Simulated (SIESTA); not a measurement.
TaS2:

```
Ta S
1.0
     3.35000    0.00000    0.00000
    -1.67500    2.90119    0.00000
     0.00000    0.00000    5.86000
Ta S
1 2
Direct
  0.00000 0.00000 0.00000
  0.66667 0.33333 0.75000
  0.33333 0.66667 0.25000
```

Base run:

* Program: SIESTA 5.4.2
* Functional: vdW-DF-cx
* Potentials or basis: PseudoDojo 0.4 standard (PBE files)
* Basis: DZP (energy shift 0.003 Ry; two zetas on semicore shells)
* Grid cutoff: 800 Ry
* Energy shift: 0.003 Ry
* k mesh: 9 × 9 × 5
* Occupations: fermi-dirac, width 0.05 eV
* Spin: no spin polarisation

Its results: band gap on the k mesh none (metal or under the smearing width); pressure 7.0 GPa; largest force 1.453 eV/Å.

Question: After a change of settings the same cell gave: band gap on the k mesh none (metal or under the smearing width); pressure 14.8 GPa; largest force 1.777 eV/Å. Which change was it?
A. functional from vdW-DF-cx to vdW-DF2
B. functional from vdW-DF-cx to VV10
C. functional from vdW-DF-cx to optB88-vdW
D. functional from vdW-DF-cx to vdW-DF

Answer: D.

Caveats: short orbitals over semicore shells can move pressures by several GPa; the potentials were made for another functional, which shifts forces and pressure; spin-orbit coupling is left out, which moves the levels of the heavy elements; the basis of atomic orbitals isn't converged, which shifts pressures, moduli and gaps.

Runs at the PBE level aren't shown here.
